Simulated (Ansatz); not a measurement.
input.yaml (Ansatz 0.2.0):

```yaml
crystal:
  lattice:
    - [3.8703350325, 0.0, 0.0]
    - [-1.9351675162, 3.3518084593, 0.0]
    - [0.0, 0.0, 6.2106955651]
  atoms:
    - { symbol: Sm, position: [0.3333333333, 0.6666666667, 0.75] }
    - { symbol: Sm, position: [0.6666666667, 0.3333333333, 0.25] }
basis:
  ecutwfc: 500
  ecutrho_ratio: 4
kpoints:
  mp_grid: { grid: [12, 12, 8] }
hamiltonian:
  xc: r2scan
scf:
  occupations: { method: gaussian, width: 0.05 }
output:
  forces: true
  stress: true
  eigenvalues: true
```

At room temperature and ambient pressure Sm takes another structure.

Output, machine lines left out:

```
band count auto-derived: 30 (N_el = 32.0; filled up to band 16; 20 by the electrons, moments and atoms)
Pseudopotentials: kind: paw
Pseudopotential: Sm, paw, valence charge 16, recommended cutoff 500 eV (meta_gga), Sm.paw.azcp
Crystal: 2 atoms, lattice volume = 80.569 Å³
Basis set: ecut = 500 eV, 2033 PW (Γ), exchange–correlation on 120×120×192 points (64 copies of the dense FFT grid, shifted against one another)
Bands: 30, of which v1, the nominal top of the filled ones, is band 16 counted from 1 (15 counted from 0)
Symmetry: 24 space group operations
Space group: P63/mmc (ITA 194), of the structure as read, at distance tolerance 4.3e-5 Å
k-points: 95 of 1152
Initial density: superposition of atomic densities (chi_scale 0.1, normalization cell)
Initial wavefunctions: pseudopotential atomic-orbital guess
Functional: x = r2scan, c = r2scan; τ floored in thin density (d = 2e-4 eV/Å³)
```

SCF trace (energy estimate counted from the last row; the run made several SCF loops, for ionic steps, more bands or searches for a lower state, numbered loop.iteration):
```
iteration  ΔE (eV)  density residual (eV)
      1.1    4.513                2.49e-1
      1.2    3.485                2.86e-2
      1.3    3.721                1.52e-2
      1.4    3.857                2.62e-2
      1.5    4.308                5.65e-3
      1.6    4.503                6.69e-4
      1.7    4.509                4.17e-1
      1.8    0.583                1.29e-2
      1.9    0.399                3.92e-2
     1.10    0.559                3.29e-3
     1.11    0.576                3.59e-4
     1.12    0.578                1.38e-5
     1.13    0.578                1.96e-6
        …        …                      …
     2.17  4.0e-06                5.47e-9
     2.18  3.3e-05                1.27e-5
     2.19  1.0e-06                3.54e-7
     2.20    0.000                4.41e-8
```

```
SCF 2 converged in 20 iterations: F = -16505.842711 eV  dr2 = 4.41e-8
SCF converged after 20 iterations
Free energy (F): -16505.842711 eV
E sigma→0 (E₀):  -16505.839024 eV
Entropy (-TS):   -0.007374 eV (-3.687 meV/atom)
Fermi energy:    9.599798 eV
--- Per-component energies (eV) ---
  E_band       = -103.129389
  E_kinetic    = 669.954209
  E_local      = -3333.891027  (includes V_loc(G=0)·N_el)
  E_nonlocal   = 788.553160
  E_hartree    = 1290.257680
  E_xc         = -334.919843
  E_vxc        = -422.579478  (∫ρ·V_xc dr)
  E_paw        = -12480.623028  (= ΣΔE_a)
  E_vpaw       = -410.191747  (= ΣTr[D̂ρ^β])
  E_aug_tail   =  0.000000  (compensation charges beyond the density's cutoff)
  E_vtau       = 24.523196  (kinetic-family band-sum trace: ∫τ·v_τ [+ j·A + Jᵃ·Aᵃ] dr)
  E_ewald      = -3105.606845
  E_core_change = 0.440357  (= ΣΔE_core)
  E_smearing   = -0.007374  (= −TS)
--- Forces (eV/Å), atoms counted from 1 ---
  atom   1  Sm    -0.01826768    -0.01054685     0.00000000
  atom   2  Sm     0.01826768     0.01054685     0.00000000
--- Stress (GPa, compression-positive) ---
       -2.105801       0.148875       0.000000
        0.148875      -2.277708       0.000000
        0.000000       0.000000      -1.958418
  P = ⅓ Tr σ = -2.1140 GPa (-21.140 kbar)
```

In short (r²SCAN): pressure -2.1 GPa, gap on the mesh zero (metallic), largest force component 0.018 eV/Å.

Absolute energies hang on the potentials; compare differences alone.

These numbers lack spin–orbit coupling. Spin polarisation wasn't allowed in this run, which is unphysical for an open 4f shell, so this isn't the ground state. The electronic state broke the lattice's symmetry, which gives forces and stresses that the lattice alone would forbid. The run wasn't fully tested for a lower electronic state. Real Sm metal is trivalent (4f⁵); functionals without U can leave it nearly divalent and too large.
